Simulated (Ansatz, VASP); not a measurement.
## Two plane-wave programs on SiC

Contents of INCAR:

```
PREC = Accurate ; ENCUT = 520
EDIFF = 1E-6 ; ISMEAR = 0
SIGMA = 0.05 ; LREAL = F
LASPH = T ; NELM = 80
ALGO = Normal ; ISIF = 2
LWAVE = F ; LCHARG = T
GGA = PE ; LELF = T
LVHAR = T ; NBANDS = 16
```

The input KPOINTS:

```
regular mesh
0
Gamma
  6 6 4
```

File POSCAR:

```
SiC
1.0
    3.0759982064      0.0000000000      0.0000000000
   -1.5379991032      2.6638925888      0.0000000000
    0.0000000000      0.0000000000      5.0480000000
Si C
2 2
Direct
    0.3333333333      0.6666666667      0.0396196513
    0.6666666667      0.3333333333      0.5000000000
    0.3333333333      0.6666666667      0.3850000000
    0.6666666667      0.3333333333      0.8850000000
```

Input for Ansatz:

```yaml
crystal:
  lattice:
    - [3.0759982064, 0.0, 0.0]
    - [-1.5379991032, 2.6638925888, 0.0]
    - [0.0, 0.0, 5.048]
  atoms:
    - { symbol: Si, position: [0.3333333333, 0.6666666667, 0.0396196513] }
    - { symbol: Si, position: [0.6666666667, 0.3333333333, 0.5] }
    - { symbol: C, position: [0.3333333333, 0.6666666667, 0.385] }
    - { symbol: C, position: [0.6666666667, 0.3333333333, 0.885] }
basis:
  ecutwfc: 420
kpoints:
  mp_grid: { grid: [6, 6, 4] }
hamiltonian:
  xc: pbe
scf:
  occupations: { method: gaussian, width: 0.05 }
output:
  forces: true
  stress: true
  eigenvalues: true
```

Alike in both runs: task single point; functional PBE; k mesh 6 × 6 × 4; occupations gaussian, width 0.05 eV; no spin polarisation.

|  | VASP | Ansatz |
| --- | --- | --- |
| version | VASP 6.6.1 | Ansatz 0.2.0 |
| potentials or method | VASP PAW PBE potentials, release 64 (Si, C) | scalar-relativistic, plane waves, PAW |
| plane-wave cutoff (eV) | 520 | 420 |
| valence electrons in the cell | 16 | 16 |

|  | VASP | Ansatz | Ansatz less VASP |
| --- | --- | --- | --- |
| gap on the k mesh at the Fermi level (eV) | 1.45 | 1.45 | +0.001 |
| least direct gap on the mesh (eV) | 3.36 | 3.36 | 0.000 |
| pressure (GPa) | 5.6 | 5.7 | +0.07 |
| largest component of the traceless stress (GPa) | 6.22 | 6.22 | +0.003 |
| rms of the force components (eV/Å) | 1.937 | 1.943 | +0.0066 |

Atom by atom the forces differ by 0.007 eV/Å (rms over components).

Caveats: forces of over 1 eV/Å show positions far from the minimum, so gaps and moduli don't describe the material at rest. A k mesh can miss the band edges.
